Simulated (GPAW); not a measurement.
# SiNi3 (Pm-3m) in GPAW: a series of runs

The runs below take SiNi3 through band structure, with PBEsol, LDA.

Program: GPAW 26.7.0. These are calculated values, not measurements. Logs are shortened: lines on timing, memory, paths and dates and some standing lists are left out, and cuts for length are marked. The log counts tension as positive stress, the text compression.

## 1. Starting point

Symmetry: Pm-3m, No. 221, cubic system. The conventional cell has a = 3.542 Å, b = 3.542 Å, c = 3.542 Å, α = 90.00°, β = 90.00°, γ = 90.00°. Around Ni (site symmetry 4/mmm) lie 8 Ni at 2.50 Å and 4 Si at 2.50 Å. Around Si (site symmetry m-3m) lie 12 Ni at 2.50 Å.

## 2. Band structure, PBEsol, collinear spin, ferromagnetic start

Contents of run.py:

```python
from ase import Atoms
from ase.dft.bandgap import bandgap
from ase.io import write
from ase.units import GPa
from gpaw import GPAW, PW, setup_paths

setup_paths.insert(0, '.')

atoms = Atoms(['Ni', 'Ni', 'Ni', 'Si'],
              cell=[[3.542, 0.0, 0.0],
                    [0.0, 3.542, 0.0],
                    [0.0, 0.0, 3.542]],
              scaled_positions=[[0.5, 0.5, 0.0],
                                [0.5, 0.0, 0.5],
                                [0.0, 0.5, 0.5],
                                [0.0, 0.0, 0.0]],
              pbc=True)
atoms.set_initial_magnetic_moments([1.0, 1.0, 1.0, 0.0])

calc = GPAW(mode=PW(600),
            xc='PBEsol',
            kpts={'size': (6, 6, 6), 'gamma': True},
            occupations={'name': 'fermi-dirac', 'width': 0.05},
            nbands=45,
            convergence={'density': 1e-05, 'energy': 1e-05},
            maxiter=150,
            txt='gpaw.txt')
atoms.calc = calc
energy = atoms.get_potential_energy()
forces = atoms.get_forces()
stress = atoms.get_stress()
calc.write('gs.gpw')
write('result.traj', atoms)
print(f'Energy: {energy:.6f} eV')
print('Forces (eV/A):')
print(forces.round(4))
print('Stress (GPa):', (stress / GPa).round(3))
print('Moments:', calc.get_magnetic_moments().round(3))
print('Fermi level:', round(calc.get_fermi_level(), 4), 'eV')
print(f'Gap: {bandgap(calc)[0]:.4f} eV, direct: {bandgap(calc, direct=True)[0]:.4f} eV')

path = atoms.cell.bandpath('GXMGRX,MR', npoints=60, eps=1e-4)
bs_calc = calc.fixed_density(kpts=path, symmetry='off', nbands=62,
                             convergence={'bands': 'CBM+6.0', 'eigenstates': 1e-6}, txt='bands.txt')
bs = bs_calc.band_structure()
bs.write('bs.json')
print(f'Gap on the path: {bandgap(bs_calc)[0]:.4f} eV')
```

Potentials or basis: PAW data sets generated in the run's folder for this functional, pw.

Run with:

```bash
> gpaw-setup -f PBEsol Ni Si
> OMP_NUM_THREADS=1 python run.py
```

gpaw.txt:

```text
__  _  _
 | _ |_)|_||  |
 |__||  | ||/\| - 26.7.0

Input parameters:
  mode=PW(ecut=600.0),
  convergence={'density': 1e-05, 'energy': 1e-05},
  kpts=MonkhorstPack(size=(6, 6, 6), gamma=True),
  maxiter=150,
  nbands=45,
  occupations=Occupations(name='fermi-dirac', width=0.05),
  xc=XC(name='PBEsol')

Diagonalizing LCAO Hamiltonian
Converting LCAO to pw mode
   .--------.
  /|        |
 * |        |
 |Ni        |
 | .-Ni-----.
 |/    Ni  /
 Si-------*

Atoms  # Å, Bohr magnetons
|   | symbol |        x |        y |        z |    initial magnetic moments |
|---|--------|----------|----------|----------|-----------------------------|
| 0 |     Ni | 1.771000 | 1.771000 | 0.000000 | ( 0.0000,  0.0000,  1.0000) |
| 1 |     Ni | 1.771000 | 0.000000 | 1.771000 | ( 0.0000,  0.0000,  1.0000) |
| 2 |     Ni | 0.000000 | 1.771000 | 1.771000 | ( 0.0000,  0.0000,  1.0000) |
| 3 |     Si | 0.000000 | 0.000000 | 0.000000 | ( 0.0000,  0.0000,  0.0000) |

Unit cell  # Å
| periodic |        x |        y |        z |  lengths |    angles |
|----------|----------|----------|----------|----------|-----------|
|      yes | 3.542000 | 0.000000 | 0.000000 | 3.542000 | 90.000000 |
|      yes | 0.000000 | 3.542000 | 0.000000 | 3.542000 | 90.000000 |
|      yes | 0.000000 | 0.000000 | 3.542000 | 3.542000 | 90.000000 |

Number of symmetries: 48
Symmetry operations  # r_c * U_cc + t_c -> r_c
|    | kind |            matrix            |
|----|------|------------------------------|
|  0 |  E   |  1, 0, 0,  0, 1, 0,  0, 0, 1 |
|  1 |  σ   |  1, 0, 0,  0, 1, 0,  0, 0,-1 |
|  2 |  σ   |  1, 0, 0,  0, 0, 1,  0, 1, 0 |
|  3 |  C4  |  1, 0, 0,  0, 0, 1,  0,-1, 0 |
|  4 |  C4  |  1, 0, 0,  0, 0,-1,  0, 1, 0 |
|  5 |  σ   |  1, 0, 0,  0, 0,-1,  0,-1, 0 |
|  6 |  σ   |  1, 0, 0,  0,-1, 0,  0, 0, 1 |
|  7 |  C2  |  1, 0, 0,  0,-1, 0,  0, 0,-1 |
|  8 |  σ   |  0, 1, 0,  1, 0, 0,  0, 0, 1 |
|  9 |  C2  |  0, 1, 0,  1, 0, 0,  0, 0,-1 |
| 10 |  C3  |  0, 1, 0,  0, 0, 1,  1, 0, 0 |
| 11 |  S6  |  0, 1, 0,  0, 0, 1, -1, 0, 0 |
| 12 |  S6  |  0, 1, 0,  0, 0,-1,  1, 0, 0 |
| 13 |  C3  |  0, 1, 0,  0, 0,-1, -1, 0, 0 |
| 14 |  C4  |  0, 1, 0, -1, 0, 0,  0, 0, 1 |
| 15 |  S4  |  0, 1, 0, -1, 0, 0,  0, 0,-1 |
| 16 |  C3  |  0, 0, 1,  1, 0, 0,  0, 1, 0 |
| 17 |  S6  |  0, 0, 1,  1, 0, 0,  0,-1, 0 |
| 18 |  σ   |  0, 0, 1,  0, 1, 0,  1, 0, 0 |
| 19 |  C4  |  0, 0, 1,  0, 1, 0, -1, 0, 0 |
| 20 |  C2  |  0, 0, 1,  0,-1, 0,  1, 0, 0 |
| 21 |  S4  |  0, 0, 1,  0,-1, 0, -1, 0, 0 |
| 22 |  S6  |  0, 0, 1, -1, 0, 0,  0, 1, 0 |
| 23 |  C3  |  0, 0, 1, -1, 0, 0,  0,-1, 0 |
| 24 |  S6  |  0, 0,-1,  1, 0, 0,  0, 1, 0 |
| 25 |  C3  |  0, 0,-1,  1, 0, 0,  0,-1, 0 |
| 26 |  C4  |  0, 0,-1,  0, 1, 0,  1, 0, 0 |
| 27 |  σ   |  0, 0,-1,  0, 1, 0, -1, 0, 0 |
| 28 |  S4  |  0, 0,-1,  0,-1, 0,  1, 0, 0 |
| 29 |  C2  |  0, 0,-1,  0,-1, 0, -1, 0, 0 |
| 30 |  C3  |  0, 0,-1, -1, 0, 0,  0, 1, 0 |
| 31 |  S6  |  0, 0,-1, -1, 0, 0,  0,-1, 0 |
| 32 |  C4  |  0,-1, 0,  1, 0, 0,  0, 0, 1 |
| 33 |  S4  |  0,-1, 0,  1, 0, 0,  0, 0,-1 |
| 34 |  S6  |  0,-1, 0,  0, 0, 1,  1, 0, 0 |
| 35 |  C3  |  0,-1, 0,  0, 0, 1, -1, 0, 0 |
| 36 |  C3  |  0,-1, 0,  0, 0,-1,  1, 0, 0 |
| 37 |  S6  |  0,-1, 0,  0, 0,-1, -1, 0, 0 |
| 38 |  σ   |  0,-1, 0, -1, 0, 0,  0, 0, 1 |
| 39 |  C2  |  0,-1, 0, -1, 0, 0,  0, 0,-1 |
| 40 |  σ   | -1, 0, 0,  0, 1, 0,  0, 0, 1 |
| 41 |  C2  | -1, 0, 0,  0, 1, 0,  0, 0,-1 |
| 42 |  C2  | -1, 0, 0,  0, 0, 1,  0, 1, 0 |
| 43 |  S4  | -1, 0, 0,  0, 0, 1,  0,-1, 0 |
| 44 |  S4  | -1, 0, 0,  0, 0,-1,  0, 1, 0 |
| 45 |  C2  | -1, 0, 0,  0, 0,-1,  0,-1, 0 |
| 46 |  C2  | -1, 0, 0,  0,-1, 0,  0, 0, 1 |
| 47 |  i   | -1, 0, 0,  0,-1, 0,  0, 0,-1 |

BZ-sampling:
  Number of BZ points: 216
  Number of IBZ points: 20

  Monkhorst-Pack size: [6, 6, 6]
  Monkhorst-Pack shift: [0.08333333333333333, 0.08333333333333333, 0.08333333333333333]

K-points  # in reciprocal-cell coordinates
|     |                                coordinates |     weight |
|-----|--------------------------------------------|------------|
|   0 | (  0.00000000,   0.00000000,   0.00000000) | 0.00462963 |
|   1 | (  0.16666667,   0.00000000,   0.00000000) | 0.02777778 |
|   2 | (  0.16666667,   0.16666667,   0.00000000) | 0.05555556 |
|   3 | (  0.16666667,   0.16666667,   0.16666667) | 0.03703704 |
|   4 | (  0.33333333,   0.00000000,   0.00000000) | 0.02777778 |
|   5 | (  0.33333333,   0.16666667,   0.00000000) | 0.11111111 |
|   6 | (  0.33333333,   0.16666667,   0.16666667) | 0.11111111 |
|   7 | (  0.33333333,   0.33333333,   0.00000000) | 0.05555556 |
|   8 | (  0.33333333,   0.33333333,   0.16666667) | 0.11111111 |
|   9 | (  0.33333333,   0.33333333,   0.33333333) | 0.03703704 |
| ... |                                            |            |
|  19 | (  0.50000000,   0.50000000,   0.50000000) | 0.00462963 |

Plane wave coefficients: 1503
Cutoff: 600.0 eV

Spin-components: 2 (collinear spins)
Bands:           45
Projectors:      23
Spin-degeneracy: 1
Datatype:        complex128

Parallelization:
  kpt:    1
  domain: 1
  band:   1

Density:
  Valence electrons: 52.0
  Components: 2
  Grid points: [21 21 21]
  Charge: 0.0  # |e|

Potential:
  Grid points: [21 21 21]

species:
  Ni:
    name:    Nickel
    Z:       28.0
    valence: 16
    core:    12
    charge:  0.0  # [|e|]
    compensation charges:
      type: gauss
      rc: 0.36  # [Å]
      lmax: 2
    cutoffs:
      filter: 2.14  # [Å]
      core: 1.98  # [Å]
    projectors
    | kind |    occ | energy [eV] | rcut [Å] |
    |------|--------|-------------|----------|
    |   4s |  2.000 |      -5.661 |    1.164 |
    |   3p |  6.000 |     -71.261 |    1.207 |
    |   4p |  0.000 |      -1.193 |    1.207 |
    |   3d |  8.000 |      -8.901 |    1.138 |
    |    s |        |      21.550 |    1.164 |
    |    d |        |      18.310 |    1.138 |

    Using partial waves for Ni as LCAO basis

  Si:
    name:    Silicon
    Z:       14.0
    valence: 4
    core:    10
    charge:  0.0  # [|e|]
    compensation charges:
      type: gauss
      rc: 0.33  # [Å]
      lmax: 2
    cutoffs:
      filter: 1.86  # [Å]
      core: 2.06  # [Å]
    projectors
    | kind |    occ | energy [eV] | rcut [Å] |
    |------|--------|-------------|----------|
    |   3s |  2.000 |     -10.768 |    1.058 |
    |   3p |  2.000 |      -4.057 |    1.058 |
    |    s |        |      16.444 |    1.058 |
    |    p |        |      23.155 |    1.058 |
    |    d |        |       0.000 |    1.058 |

    Using partial waves for Si as LCAO basis

Reference energy: -131869.463201  # eV

eigensolver:
  PPCG
  Converge bands: occupied
  niter=2

density mixing:
  MSR1-Mixer
  Pratt-step length: 0.05
  Maximum mixing coefficient: 0.75
  Old densities: 10
  SVD Regularization: 0.005
  Good broyden scale: 1.0
  Trust region scale: 1.0
  Backstep threshold: 4.0
  History deletion threshold: 6.0
  Fourier metric: weight=20.0, sigma=0.015

occupation numbers:
  Fermi-Dirac:
    width: 0.0500  # eV

poisson solver:
  ecut: 4800.0  # eV

xc functional:
  name: PBEsol with 2 nearest neighbor stencil

convergence criteria:
- Maximum integral of absolute [dens]ity change: 1e-05 electrons / valence electron
- Maximum [total energy] change in last 3 cyles: 1e-05 eV / valence electron
- Maximum integral of absolute [eigenst]ate change: 4e-08 eV^2 / valence electron
maximum number of iterations: 150

SCF iterations
|iter     | |      energy | eigst |  dens |  magmom |
|---------|-|-------------|-------|-------|---------|
|iter:   1| |  -31.009901 | +0.65 |       |  +3.0031|
|iter:   2| |  -31.098500 | -1.28 | -1.09 |  +2.8905|
|iter:   3| |  -31.202351 | -2.57 | -1.19 |  +2.3506|
|iter:   4| |  -31.370522 | -2.60 | -1.30 |  +1.4949|
|iter:   5| |  -31.509340 | -2.98 | -1.58 |  +0.6156|
|iter:   6| |  -31.546069 | -3.43 | -1.99 |  -0.0488|
|iter:   7| |  -31.547990 | -4.13 | -2.09 |  +0.0230|
|iter:   8| |  -31.547236 | -4.46 | -2.41 |  -0.0174|
|iter:   9| |  -31.547120 | -5.79 | -3.02 |  -0.0069|
|iter:  10| |  -31.547127c| -7.07 | -3.74 |  -0.0008|
|iter:  11| |  -31.547126c| -7.92c| -4.21 |  +0.0002|
|iter:  12| |  -31.547127c| -7.67c| -4.91 |  +0.0002|
|iter:  13| |  -31.547127c| -8.33c| -5.41c|  +0.0000|

Converged in 13 steps
Energy contributions relative to reference atoms: (reference = -131869.463201)

Energy contributions:
  Kinetic:          12.015399
  Coulomb:          -5.915576
  Zero:              0.209378
  External:          0.000000
  Xc:              -37.848972
  Entropy:          -0.014710
  Spinorbit:         0.000000
  ----------------------------
  Free energy:     -31.554482
  Extrapolated:    -31.547127

dipole moment: (-14.924942, -14.924942, -14.924942)  # |e|*Ang

Total magnetic moment: (0.000000, 0.000000, 0.000045)

Local magnetic moments
|        x |        y |        z |
|----------|----------|----------|
| 0.000000 | 0.000000 | 0.000014 |  # Ni   0
| 0.000000 | 0.000000 | 0.000014 |  # Ni   1
| 0.000000 | 0.000000 | 0.000014 |  # Ni   2
| 0.000000 | 0.000000 | 0.000005 |  # Si   3

Fermi level: 9.263
Eigenvalues  # (at kpt = [0.000, 0.000, 0.000])
| band index |      eig [eV] | occ [0-1] |      eig [eV] | occ [0-1] |
|------------|---------------|-----------|---------------|-----------|
|          0 |       -54.237 |     1.000 |       -54.237 |     1.000 |
|        ... |               |           |               |           |
|         17 |         7.723 |     1.000 |         7.723 |     1.000 |
|         18 |         7.723 |     1.000 |         7.723 |     1.000 |
|         19 |         8.257 |     1.000 |         8.257 |     1.000 |
|         20 |         8.257 |     1.000 |         8.257 |     1.000 |
|         21 |         8.257 |     1.000 |         8.257 |     1.000 |
|         22 |         8.645 |     1.000 |         8.645 |     1.000 |
[... 8 lines left out ...]
|         31 |        19.401 |     0.000 |        19.401 |     0.000 |
|         32 |        19.401 |     0.000 |        19.401 |     0.000 |
|        ... |               |           |               |           |
|         44 |        34.041 |     0.000 |        34.041 |     0.000 |

No gap
No difference between direct/indirect transitions

Forces  # eV/Ang
|        x |       y |        z |
|----------|---------|----------|
|  0.00000 | 0.00000 |  0.00000 |  # Ni   0
|  0.00000 | 0.00000 | -0.00000 |  # Ni   1
|  0.00000 | 0.00000 |  0.00000 |  # Ni   2
| -0.00000 | 0.00000 |  0.00000 |  # Si   3

Stress tensor  # eV/Ang^3
|        x |        y |        z |
|----------|----------|----------|
| 0.074642 | 0.000000 | 0.000000 |
| 0.000000 | 0.074642 | 0.000000 |
| 0.000000 | 0.000000 | 0.074642 |

# Writing to gs.gpw (mode='')
```

It took 100 s on 1 thread of Intel Xeon 6975P-C (Granite Rapids), shared host; peak memory 0.43 GiB.

What came out:

- Free energy: -31.5545 eV
- Pressure: -12.0 GPa
- Band gap along the path: none (metal or under the smearing width)
- Net moment: 0.00 μB per cell

Levels at the corners of the path, in eV from the Fermi level:
Spin up:
| point | band 23 | band 24 | band 25 | band 26 | band 27 | band 28 | band 29 | band 30 |
| --- | --- | --- | --- | --- | --- | --- | --- | --- |
| Γ | -0.62 | -0.62 | -0.30 | 0.01 | 0.01 | 0.01 | 4.52 | 6.19 |
| X | -1.29 | -1.15 | -0.55 | 0.01 | 3.49 | 3.49 | 4.80 | 5.06 |
| M | -1.43 | -1.10 | -1.02 | -0.96 | 0.62 | 0.62 | 5.46 | 6.05 |
| Γ | -0.62 | -0.62 | -0.30 | 0.01 | 0.01 | 0.01 | 4.52 | 6.19 |
| R | -1.23 | -1.23 | -0.59 | -0.22 | -0.22 | -0.22 | 1.10 | 3.86 |
| X | -1.29 | -1.15 | -0.55 | 0.01 | 3.49 | 3.49 | 4.80 | 5.06 |
| M | -1.43 | -1.10 | -1.02 | -0.96 | 0.62 | 0.62 | 5.46 | 6.05 |
| R | -1.23 | -1.23 | -0.59 | -0.22 | -0.22 | -0.22 | 1.10 | 3.86 |
Spin down:
```csv
point,band 24,band 25,band 26,band 27,band 28,band 29
Γ,-0.62,-0.30,0.01,0.01,0.01,4.52
X,-1.15,-0.55,0.01,3.49,3.49,4.80
M,-1.10,-1.02,-0.96,0.62,0.62,5.46
Γ,-0.62,-0.30,0.01,0.01,0.01,4.52
R,-1.23,-0.59,-0.22,-0.22,-0.22,1.10
X,-1.15,-0.55,0.01,3.49,3.49,4.80
M,-1.10,-1.02,-0.96,0.62,0.62,5.46
R,-1.23,-0.59,-0.22,-0.22,-0.22,1.10
```

Caveat: the stock nickel data set gives pressures a few GPa off other programs.

## 3. Band structure, LDA, collinear spin, ferromagnetic start

run.py: that of step 2 with these lines changed.

```diff
@@ -4,5 +4,3 @@
 from ase.units import GPa
-from gpaw import GPAW, PW, setup_paths
-
-setup_paths.insert(0, '.')
+from gpaw import GPAW, PW
 
@@ -20,3 +18,3 @@
 calc = GPAW(mode=PW(600),
-            xc='PBEsol',
+            xc='LDA',
             kpts={'size': (6, 6, 6), 'gamma': True},
```

Potentials or basis: the program's PAW data sets (release 1.2.1) made for this functional, pw.

Run with:

```bash
> OMP_NUM_THREADS=1 python run.py
```

It took 97 s on 1 thread of Intel Xeon 6975P-C (Granite Rapids), shared host; peak memory 0.43 GiB.

The run converged. Its results:

| Quantity | Value |
| --- | --- |
| Free energy | -33.1566 eV |
| Pressure | -18.7 GPa |
| Band gap along the path | none (metal or under the smearing width) |
| Net moment | 0.00 μB per cell |

Levels at the corners of the path, in eV from the Fermi level:
Spin up:
```tsv
point	band 22	band 23	band 24	band 25	band 26	band 27	band 28	band 29	band 30	band 31
Γ	-0.96	-0.61	-0.61	-0.30	0.01	0.01	0.01	4.47	6.24	6.24
X	-1.33	-1.28	-1.15	-0.54	0.01	3.50	3.50	4.74	5.11	5.11
M	-1.42	-1.42	-1.10	-1.02	-0.97	0.63	0.63	5.47	6.08	7.51
Γ	-0.96	-0.61	-0.61	-0.30	0.01	0.01	0.01	4.47	6.24	6.24
R	-1.42	-1.24	-1.24	-0.51	-0.22	-0.22	-0.22	1.08	3.87	3.87
X	-1.33	-1.28	-1.15	-0.54	0.01	3.50	3.50	4.74	5.11	5.11
M	-1.42	-1.42	-1.10	-1.02	-0.97	0.63	0.63	5.47	6.08	7.51
R	-1.42	-1.24	-1.24	-0.51	-0.22	-0.22	-0.22	1.08	3.87	3.87
```
Spin down:
```tsv
point	band 23	band 24	band 25	band 26	band 27	band 28	band 29	band 30
Γ	-0.61	-0.61	-0.30	0.01	0.01	0.01	4.47	6.24
X	-1.28	-1.15	-0.54	0.01	3.50	3.50	4.74	5.11
M	-1.42	-1.10	-1.02	-0.97	0.63	0.63	5.47	6.08
Γ	-0.61	-0.61	-0.30	0.01	0.01	0.01	4.47	6.24
R	-1.24	-1.24	-0.51	-0.22	-0.22	-0.22	1.08	3.87
X	-1.28	-1.15	-0.54	0.01	3.50	3.50	4.74	5.11
M	-1.42	-1.10	-1.02	-0.97	0.63	0.63	5.47	6.08
R	-1.24	-1.24	-0.51	-0.22	-0.22	-0.22	1.08	3.87
```

Caveat: the stock nickel data set gives pressures a few GPa off other programs.

## 4. The reference run

An earlier run on the cell as given: functional PBEsol; potentials or basis PAW data sets generated in the run's folder for this functional; cutoff 600 eV; basis pw; k mesh 8 × 8 × 8; occupations fermi-dirac, width 0.05 eV; collinear spin, ferromagnetic start; starting moments [1.0, 1.0, 1.0, 0.0] μB.

- Pressure: -12.0 GPa
- Band gap on the k mesh: none (metal or under the smearing width)
- Net moment: 0.00 μB per cell

## 5. The runs side by side

```tsv
task	level	potentials or basis	k mesh	band path	band points	pressure (GPa)	moment (μB)
band structure	PBEsol	PAW data sets generated in the run's folder for this functional, pw	6 × 6 × 6	GXMGRX,MR	60	-12.0	0.00
band structure	LDA	the program's PAW data sets (release 1.2.1) made for this functional, pw	6 × 6 × 6	GXMGRX,MR	60	-18.7	0.00
single point	PBEsol	PAW data sets generated in the run's folder for this functional, pw	8 × 8 × 8	-	-	-12.0	0.00
```

Alike in all rows: spin collinear, ferromagnetic start; cell as given; cutoff (eV) 600; smearing fermi-dirac 0.05 eV.

Caveats: the stock nickel data set gives pressures a few GPa off other programs.

Total energies depend on the potentials used, so only differences within one code and one set of settings carry meaning.
